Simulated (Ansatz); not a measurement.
The following input was run with Ansatz 0.2.0.

```yaml
crystal:
  lattice:
    - [0.0, 2.2274763945, 2.2274763945]
    - [2.2274763945, 0.0, 2.2274763945]
    - [2.2274763945, 2.2274763945, 0.0]
  atoms:
    - { symbol: Hf, position: [0.0, 0.0, 0.0] }
    - { symbol: "N", position: [0.5, 0.5, 0.5] }
basis:
  ecutwfc: 420
kpoints:
  mp_grid: { grid: [16, 16, 16] }
hamiltonian:
  xc: pbe
scf:
  occupations: { method: gaussian, width: 0.1 }
output:
  forces: true
  stress: true
  eigenvalues: true
```

Launched with
```bash
ansatz run input.yaml --threads 1 --pin off --max-ram 2560MiB --backend cpu --events-out ev --progress --plain --runs-dir out
```

These are results of Ansatz 0.2.0, DFT PBE, scalar-relativistic, plane waves, PAW, not measurements.

Abridged output:

```
Pseudopotentials: kind: paw
Pseudopotential: Hf, paw, valence charge 26, recommended cutoff 420 eV (normal)
Pseudopotential: N, paw, valence charge 5, recommended cutoff 420 eV (normal)
Functional definition: PBE
Crystal: 2 atoms, lattice volume = 22.104 Å³
Basis set: ecut = 420 eV, 411 PW (Γ), exchange–correlation on 48×48×48 points (8 copies of the dense FFT grid, shifted against one another)
Bands: 20, of which v1, the nominal top of the filled ones, is band 16 counted from 1 (15 counted from 0)
Symmetry: 48 space group operations
Space group: Fm-3m (ITA 225), of the structure as read, at distance tolerance 2.8e-5 Å
k-points: 145 of 4096
Initial density: superposition of atomic densities (neutral atoms: chi_scale 0, normalization atom), corrected by the library's trained network
Initial wavefunctions: pseudopotential atomic-orbital guess
Functional: x = pbe(κ = 0.804, μ = 0.21951497), c = pbe(β = 0.06672455)
SCF iter   1: F=—  HF=-16108.614818 eV  |F-HF|=—  |Δ(HF+E_count)|=         —  Δρ=4.55e-3  dr2=5.28e-3  ethr=1.77e-3  ⟨swp⟩=4.9  Hψ=12229  notcnv=0
SCF iter   2: F=—  HF=-16108.613462 eV  |F-HF|=—  |Δ(HF+E_count)|=   1.36e-3  Δρ=1.40e-3  dr2=3.24e-4  ethr=1.70e-5  ⟨swp⟩=1.7  Hψ=4438  notcnv=0
SCF iter   3: F=—  HF=-16108.613319 eV  |F-HF|=—  |Δ(HF+E_count)|=   1.43e-4  Δρ=6.91e-4  dr2=6.12e-5  ethr=1.05e-6  ⟨swp⟩=2.1  Hψ=4258  notcnv=0
SCF iter   4: F=—  HF=-16108.613294 eV  |F-HF|=—  |Δ(HF+E_count)|=   2.52e-5  Δρ=3.42e-4  dr2=1.02e-5  ethr=1.98e-7  ⟨swp⟩=2.0  Hψ=5088  notcnv=0
SCF iter   5: F=—  HF=-16108.613287 eV  |F-HF|=—  |Δ(HF+E_count)|=   6.07e-6  Δρ=5.35e-5  dr2=2.11e-7  ethr=3.30e-8  ⟨swp⟩=3.0  Hψ=6110  notcnv=0
SCF iter   6: F=-16108.613287 eV  HF=-16108.613287 eV  |F-HF|=5.04e-9  |Δ(HF+E_count)|=   3.92e-8  Δρ=6.98e-6  dr2=3.91e-9  ethr=3.23e-10  ⟨swp⟩=6.0  Hψ=12739  notcnv=0
SCF 1 converged in 6 iterations: F = -16108.613287 eV  dr2 = 3.91e-9
SCF converged after 6 iterations
Free energy (F): -16108.613287 eV
Harris-Foulkes:  -16108.613287 eV  (|F-HF|=5.04e-9)
Internal energy: -16108.610283 eV  (E = F + TS)
E sigma→0 (E₀):  -16108.611785 eV
Entropy (-TS):   -0.003004 eV (-1.502 meV/atom)
Fermi energy:    24.949737 eV
--- Per-component energies (eV) ---
  E_band       = 216.427871
  E_kinetic    = 560.820711
  E_local      = -4599.062743  (includes V_loc(G=0)·N_el)
  E_nonlocal   = -1197.861966
  E_hartree    = 2198.256430
  E_xc         = -362.924234
  E_vxc        = -346.549643  (∫ρ·V_xc dr)
  E_paw        = -7055.685328  (= ΣΔE_a)
  E_vpaw       = 1402.567353  (= ΣTr[D̂ρ^β])
  E_aug_tail   = 0.000097  (compensation charges beyond the density's cutoff)
  E_ewald      = -5652.153250
  E_smearing   = -0.003004  (= −TS)
--- Forces (eV/Å), atoms counted from 1 ---
  atom   1  Hf     0.00000000     0.00000000     0.00000000
  atom   2  N      0.00000000     0.00000000     0.00000000
--- Stress (GPa, compression-positive) ---
       18.588490       0.000000       0.000000
        0.000000      18.588490       0.000000
        0.000000       0.000000      18.588490
  P = ⅓ Tr σ = 18.5885 GPa (185.885 kbar)
--- Band table (eV; the first three rows and the last of 145) ---
  k-point 0: bands = ["-37.6795", "-6.0623", "-6.0623", "-6.0623", "7.1613", "12.3924", "12.3924", "12.3924", "12.4336", "12.5483", "12.5483", "12.5483", "21.9626", "21.9626", "21.9626", "24.5419", "24.5419", "24.5419", "26.9888", "26.9888"]
  k-point 1: bands = ["-37.6767", "-6.1101", "-6.0661", "-6.0661", "7.2585", "12.3930", "12.3962", "12.3962", "12.4358", "12.5450", "12.5450", "12.5484", "21.5412", "21.7024", "21.7024", "24.6742", "24.6871", "24.6871", "27.3154", "27.3154"]
  k-point 2: bands = ["-37.6686", "-6.2433", "-6.0768", "-6.0768", "7.5363", "12.3961", "12.4073", "12.4073", "12.4424", "12.5360", "12.5360", "12.5488", "20.6030", "21.1056", "21.1056", "24.9039", "25.0648", "25.0648", "28.1272", "28.1589"]
  k-point 144: bands = ["-37.5797", "-6.7078", "-6.7078", "-6.4672", "8.8916", "12.4514", "12.4682", "12.4682", "12.4951", "12.4951", "12.5234", "12.5661", "18.6309", "19.3810", "19.3810", "26.1230", "26.1230", "30.7886", "30.8784", "31.4922"]
```

Self-consistency was reached.

It took 1.4 s on 1 thread of AMD EPYC 9R45 96-Core Processor (Zen 5), with other jobs on the host, peak memory 0.4 GiB.

Spin–orbit coupling is left out, which can shift energies with elements as heavy as these.